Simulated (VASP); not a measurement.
AlRu: phonons with PBEsol

Crystal: AlRu.

```
Ru Al
1.0
     2.99160    0.00000    0.00000
     0.00000    2.99160    0.00000
     0.00000    0.00000    2.99160
Ru Al
1 1
Direct
  0.50000 0.50000 0.50000
  0.00000 0.00000 0.00000
```

| Property | Result |
| --- | --- |
| Program | VASP 6.6.1 |
| Task | phonons |
| Functional | PBEsol |
| Potentials or basis | VASP PAW PBE potentials, release 64 (Ru_pv, Al) |
| Cutoff | 600 eV |
| k mesh | 7 × 7 × 7 |
| Occupations | fermi-dirac, width 0.05 eV |
| Spin | no spin polarisation |
| Further INCAR settings | ALGO = Normal; EDIFF = 1e-08; IBRION = 8; NSW = 1 |

```yaml
Relaxed_volume: 13.19 Å³/atom
Relaxed_cell: a = 2.977 Å, b = 2.977 Å, c = 2.977 Å, α = 90.00°, β = 90.00°, γ = 90.00°
Space_group_after_relaxing_to_0.05_Å: Pm-3m (No. 221)
Highest_phonon_frequency_at_Γ_LO-TO_splitting_left_out: 321 cm⁻¹
```

The path:
| step | energy change (eV) | largest force (eV/Å) | pressure (GPa) | volume (Å³) |
| --- | --- | --- | --- | --- |
| 1 | 0.0000 | 0.0000 | -3.23 | 26.77 |
| 2 | 0.0066 | 0.0000 | 5.61 | 25.74 |
| 3 | -0.0041 | 0.0000 | -0.01 | 26.37 |

Final structure:
```xyz
2
Lattice="2.9766 0.0000 0.0000 0.0000 2.9766 0.0000 0.0000 0.0000 2.9766" Properties=species:S:1:pos:R:3 pbc="T T T"
Ru    1.4883    1.4883    1.4883
Al    0.0000    0.0000    0.0000
```

Phonon frequencies in cm⁻¹ (negative: imaginary):
```csv
q point,frequencies
"(0.000, 0.000, 0.000)",0 0 0 321 321 321
```

Run time: 42 s on 1 thread of AMD EPYC 9R45 96-Core Processor (Zen 5) (shared host), peak memory 0.15 GiB.

Caveat: the PAW data sets were made with another functional, which shifts forces and pressure a little.
